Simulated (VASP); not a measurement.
CuI, 2 atoms in the cell. It takes space group F-43m (No. 216, cubic). The conventional cell has a = 6.024 Å, b = 6.024 Å, c = 6.024 Å, α = 90.00°, β = 90.00°, γ = 90.00°. Cu (site symmetry -43m) has 4 I at 2.61 Å as nearest neighbours. I (site symmetry -43m) is surrounded by 4 Cu at 2.61 Å. The cell was built by a generator and needn't be a form met in nature.

* Program: VASP 6.6.1
* Task: single point
* Functional: PBE
* Potentials or basis: VASP PAW PBE potentials, release 64 (Cu, I)
* Cutoff: 520 eV
* k mesh: 6 × 6 × 6
* Occupations: gaussian, width 0.01 eV
* Spin: no spin polarisation
* Dipole correction: no
* Further INCAR settings: ALGO = Normal; EDIFF = 1e-06; NBANDS = 16

Potentials or basis: VASP PAW PBE potentials, release 64 (Cu, I).

Command:

```bash
$ cat potpaw_PBE.64/Cu/POTCAR potpaw_PBE.64/I/POTCAR > POTCAR
$ mpirun -np 1 vasp_std > vasp.out
```

Hardware: 1 thread of AMD EPYC 7R43 64-Core Processor (Zen 3), on a shared host.

Problem. Estimate the wall time of this run.

Solution. Wall time 17 s on 1 thread of AMD EPYC 7R43 64-Core Processor (Zen 3), with other jobs on the host, peak memory 0.14 GiB. Counts: scf iterations 14, k points 16.
